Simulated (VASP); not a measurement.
# PbTe in VASP: relaxing the cell with several functionals, part 2 of 2

VASP 6.6.1, plane waves, PAW.

## (4) Relaxing with LDA

The input, INCAR:

```
ENCUT = 600.000000
SIGMA = 0.020000
EDIFF = 1.00e-07
EDIFFG = -5.00e-03
GGA = CA
PREC = Accurate
IBRION = 2
ISIF = 3
ISMEAR = -1
NBANDS = 17
NELM = 120
NSW = 40
LASPH = .TRUE.
LCHARG = .FALSE.
LWAVE = .FALSE.
LREAL = .FALSE.
```

The input, KPOINTS:

```
KPOINTS created by Atomic Simulation Environment
0
Gamma
6 6 6
0 0 0
```

The input, POSCAR:

```
Pb Te
 1.0000000000000000
     0.0000000000000000    3.2846542105862091    3.2846542105862091
     3.2846542105862091    0.0000000000000000    3.2846542105862091
     3.2846542105862091    3.2846542105862091    0.0000000000000000
 Pb  Te
   1   1
Cartesian
  0.0000000000000000 -0.0000000000000000 -0.0000000000000000
  3.2846542105862091  3.2846542105862091  3.2846542105862091
```

The run uses the recommended LDA PAW datasets (20 valence electrons a neutral cell).

The run is started by

```console
mpirun -np 1 vasp_std
```

The first run moved the cell so far that it was started again from its end, on a fresh basis. The second run's POSCAR:

```
Pb Te
 1.0000000000000000
    -0.0000000000000000    3.1931625626850257    3.1931625626850257
     3.1931625626850257    0.0000000000000000    3.1931625626850257
     3.1931625626850257    3.1931625626850257    0.0000000000000000
 Pb  Te
   1   1
Cartesian
  0.0000000000000000  0.0000000000000000  0.0000000000000000
  3.1931625626850257  3.1931625626850257  3.1931625626850257
```

The files below are the second run's.

Standard output, without the iteration lines:

```text
POSCAR found type information on POSCAR PbTe
 POSCAR found :  2 types and       2 ions
 LDA part: xc-table for (Slater(with rela. corr.)+CA(PZ))
 , standard interpolation
 POSCAR, INCAR and KPOINTS ok, starting setup
 FFT: planning ... GRIDC
 FFT: planning ... GRID_SOFT
 FFT: planning ... GRID
 WAVECAR not read
 WARNING: random wavefunctions but no delay for mixing, default for NELMDL
 entering main loop
 curvature:   0.00 expect dE= 0.000E+00 dE for cont linesearch  0.000E+00
 search vector abs. value=  0.347E-05
 reached required accuracy - stopping structural energy minimisation
```

OSZICAR:

```text
N       E                     dE             d eps       ncg     rms          rms(c)
DAV:   1     0.160159131661E+03    0.16016E+03   -0.10078E+04   544   0.127E+03
DAV:   2     0.222765629846E+01   -0.15793E+03   -0.15360E+03   595   0.330E+02
DAV:   3    -0.854683952981E+01   -0.10774E+02   -0.10651E+02   678   0.878E+01
DAV:   4    -0.888018198687E+01   -0.33334E+00   -0.33310E+00   686   0.164E+01
DAV:   5    -0.889249025096E+01   -0.12308E-01   -0.12308E-01   815   0.282E+00    0.368E+00
DAV:   6    -0.878417391802E+01    0.10832E+00   -0.22565E-01   783   0.357E+00    0.231E+00
DAV:   7    -0.877647466342E+01    0.76993E-02   -0.63775E-02   739   0.128E+00    0.916E-01
DAV:   8    -0.877582841347E+01    0.64625E-03   -0.72578E-03   669   0.832E-01    0.112E-01
DAV:   9    -0.877577121364E+01    0.57200E-04   -0.89861E-04   818   0.291E-01    0.347E-02
DAV:  10    -0.877576425233E+01    0.69613E-05   -0.61231E-05   686   0.614E-02    0.237E-02
DAV:  11    -0.877576412669E+01    0.12564E-06   -0.18219E-05   728   0.280E-02    0.102E-02
DAV:  12    -0.877576423607E+01   -0.10938E-06   -0.13576E-06   675   0.101E-02    0.841E-03
DAV:  13    -0.877576420507E+01    0.30998E-07   -0.29186E-08   384   0.150E-03
   1 F= -.87757642E+01 E0= -.87757642E+01  d E =-.877576E+01
```

Parts of OUTCAR:

```text
k-points           NKPTS =     16   k-points in BZ     NKDIM =     16   number of bands    NBANDS=     17

   NELECT =      20.0000    total number of electrons

   dimension x,y,z NGX =    36 NGY =   36 NGZ =   36
   dimension x,y,z NGXF=    72 NGYF=   72 NGZF=   72

  energy-cutoff  :      600.00
  volume of cell :       65.12
      direct lattice vectors                 reciprocal lattice vectors
     0.000000000  3.193162563  3.193162563    -0.156584574  0.156584574  0.156584574
     3.193162563  0.000000000  3.193162563     0.156584574 -0.156584574  0.156584574
     3.193162563  3.193162563  0.000000000     0.156584574  0.156584574 -0.156584574

 k-points in reciprocal lattice and weights: KPOINTS created by Atomic Simulation Env
   0.00000000  0.00000000  0.00000000       0.005
   0.16666667  0.00000000  0.00000000       0.037
   0.33333333  0.00000000  0.00000000       0.037
   0.50000000  0.00000000  0.00000000       0.019
   0.16666667  0.16666667  0.00000000       0.028
   0.33333333  0.16666667  0.00000000       0.111
   0.50000000  0.16666667  0.00000000       0.111
  -0.33333333  0.16666667  0.00000000       0.111
[... 8 more k-points ...]

 E-fermi :   6.1710

 k-point     1 :       0.0000    0.0000    0.0000
  band No.  band energies     occupation
      1     -10.8525      2.00000
      2     -10.8525      2.00000
      3     -10.8357      2.00000
      4     -10.8357      2.00000
      5     -10.8357      2.00000
      6      -6.4710      2.00000
      7       0.2997      2.00000
      8       4.4021      2.00000
      9       4.4021      2.00000
     10       4.4021      2.00000
     11       9.9100      0.00000
     12       9.9100      0.00000
     13       9.9100      0.00000
     14      11.5835      0.00000
     15      11.5835      0.00000
     16      11.5835      0.00000
     17      13.0248      0.00000

 k-point     2 :       0.1667    0.0000    0.0000
  band No.  band energies     occupation
      1     -10.8564      2.00000
      2     -10.8564      2.00000
      3     -10.8350      2.00000
      4     -10.8313      2.00000
      5     -10.8313      2.00000
      6      -6.2225      2.00000
      7      -0.5050      2.00000
      8       4.4792      2.00000
      9       4.4792      2.00000
     10       4.8450      2.00000
     11       8.6993      0.00000
     12       8.9430      0.00000
     13       8.9430      0.00000
     14      11.4031      0.00000
     15      12.1019      0.00000
     16      12.1019      0.00000
     17      14.8122      0.00000

 k-point     3 :       0.3333    0.0000    0.0000
  band No.  band energies     occupation
      1     -10.8655      2.00000
      2     -10.8655      2.00000
      3     -10.8339      2.00000
      4     -10.8210      2.00000
      5     -10.8210      2.00000
      6      -5.5391      2.00000
      7      -2.0126      2.00000
      8       4.7114      2.00000
      9       4.7114      2.00000
     10       5.4647      2.00000
     11       7.2292      0.00000
     12       7.6081      0.00000
     13       7.6081      0.00000
     14      12.3850      0.00000
     15      13.4848      0.00000
     16      13.4848      0.00000
     17      16.9788      0.00000

 k-point     4 :       0.5000    0.0000    0.0000
  band No.  band energies     occupation
      1     -10.8702      2.00000
      2     -10.8702      2.00000
      3     -10.8335      2.00000
      4     -10.8157      2.00000
      5     -10.8157      2.00000
      6      -4.9403      2.00000
      7      -2.9470      2.00000
      8       4.9039      2.00000
      9       4.9039      2.00000
     10       5.8909      2.00000
     11       6.4510      0.00000
     12       6.9984      0.00000
     13       6.9984      0.00000
     14      14.2218      0.00000
     15      15.0903      0.00000
     16      15.0903      0.00000
     17      15.1399      0.00000

[... the tables of k-points 5 to 16 left out ...]

  Total       -0.0069290     -0.0069290     -0.0069290     -0.0000000      0.0000000     -0.0000000
  in kB       -0.1704868     -0.1704868     -0.1704868     -0.0000000      0.0000000     -0.0000000
  external PRESSURE =      -0.1704868 kB  Pullay stress =       0.0000000 kB

 POSITION                                       TOTAL-FORCE (eV/Angst)
 -----------------------------------------------------------------------------------
      0.00000      0.00000      0.00000         0.000000      0.000000      0.000000
      3.19316      3.19316      3.19316         0.000000      0.000000      0.000000
 -----------------------------------------------------------------------------------
    total drift:                               -0.000000      0.000000      0.000000

  FREE ENERGIE OF THE ION-ELECTRON SYSTEM (eV)
  ---------------------------------------------------
  free  energy   TOTEN  =        -8.7757642051 eV

  energy  without entropy=       -8.7757641866  energy(sigma->0) =       -8.77576420
```

CONTCAR

```
Pb Te
   1.00000000000000
     0.0000000000000000    3.1931625626850257    3.1931625626850257
     3.1931625626850257    0.0000000000000000    3.1931625626850257
     3.1931625626850257    3.1931625626850257    0.0000000000000000
  Pb              Te
     1     1
Direct
     0.0000000000000000    0.0000000000000000    0.0000000000000000
     0.5000000000000000    0.5000000000000000    0.5000000000000000

  0.00000000E+00  0.00000000E+00  0.00000000E+00
  0.00000000E+00  0.00000000E+00  0.00000000E+00
```

Hardware: 1 MPI rank of Intel Xeon Platinum 8488C, shared host.

|  | before | after | change |
| --- | --- | --- | --- |
| a (Å) | 6.569 | 6.386 | -2.79 % |
| volume (Å³/atom) | 35.438 | 32.558 | -8.13 % |
| shortest distance (Å) | 3.285 | 3.193 | -2.79 % |
| space group | Fm-3m | Fm-3m | same |

## (5) The relaxed cells

This closing draws on all 2 parts.

```
 level  a (Å)  volume (Å³/atom)  space group  Ansatz: volume (Å³/atom)
   PBE  6.569            35.437        Fm-3m                    35.438
PBEsol  6.444            33.449        Fm-3m                    33.442
   LDA  6.386            32.558        Fm-3m                    32.487
```

What this shows: The PBE run changed the volume by +29.1 % from its own start of 27.45 Å³/atom. The volume spreads over 8.8 %, from LDA to PBE. LDA's volume lies 8.1 % below PBE's. A measured a is 6.4626 Å (293 K; “Correlated local dipoles in PbTe”, 2017, arxiv:1709.02863); the misses are PBE +1.7 %, PBEsol -0.3 %, LDA -1.2 %. 4 values of this kind are on record (6.442 to 6.4626 Å); this one was drawn at random. The two programs differ by at most 0.22 % in volume, much less than the spread of the functionals. Datasets and cutoffs are each program's own. VASP's cell holds 20 valence electrons and Ansatz's 30. LDA means the Perdew–Zunger form in VASP and the Perdew–Wang form in Ansatz.
